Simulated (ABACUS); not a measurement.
Crystal: Bi.

```
Bi
1.0
     3.48860   -3.13258    0.00000
     3.48860    3.13258    0.00000
    -1.26023    0.00000    3.11355
Bi
2
Direct
  0.75306 0.75306 0.85738
  0.24694 0.24694 0.14262
```

This isn't the form of Bi at room conditions, which is rhombohedral.

```yaml
Program: ABACUS 3.10.1
Task: relaxation of cell and atoms
Functional: PBE
Potentials_or_basis: PseudoDojo NC SR 0.4.1 PBE standard
Cutoff: 898 eV
Density_cutoff: 3592 eV
Basis: plane waves
k_mesh: 4 × 4 × 6
Occupations: fermi-dirac, width 0.05 eV
Spin: no spin polarisation
```

At the start: pressure -0.0 GPa; volume 34.03 Å³/atom.

Q: Where does the relaxation end?

A: Over 10 steps the energy falls by 6.5 meV/atom and the volume is 34.34 Å³/atom (+0.9 %); space group C2/m (No. 12, to 0.05 Å).

Step by step:
| step | energy change (eV) | largest force (eV/Å) | pressure (GPa) | volume (Å³) |
| --- | --- | --- | --- | --- |
| 1 | 0.0000 | 0.1003 | -0.04 | 68.05 |
| 2 | -0.0049 | 0.0912 | 0.10 | 67.95 |
| 3 | -0.0051 | 0.0877 | 0.13 | 67.93 |
| 4 | -0.0080 | 0.0538 | 0.05 | 68.19 |
| 5 | -0.0103 | 0.0228 | -0.03 | 68.49 |
| 6 | -0.0117 | 0.0277 | 0.10 | 68.41 |
| 7 | -0.0120 | 0.0221 | 0.34 | 68.22 |
| 8 | -0.0129 | 0.0280 | -0.08 | 68.77 |
| 9 | -0.0129 | 0.0247 | -0.04 | 68.73 |
| 10 | -0.0130 | 0.0145 | -0.01 | 68.69 |

Final structure:
```
Bi
1.0
     3.58189   -3.17076    0.02599
     3.58189    3.17076    0.02599
    -1.27150    0.00000    3.01464
Bi
2
Direct
  0.75612 0.75612 0.86440
  0.24388 0.24388 0.13560
```
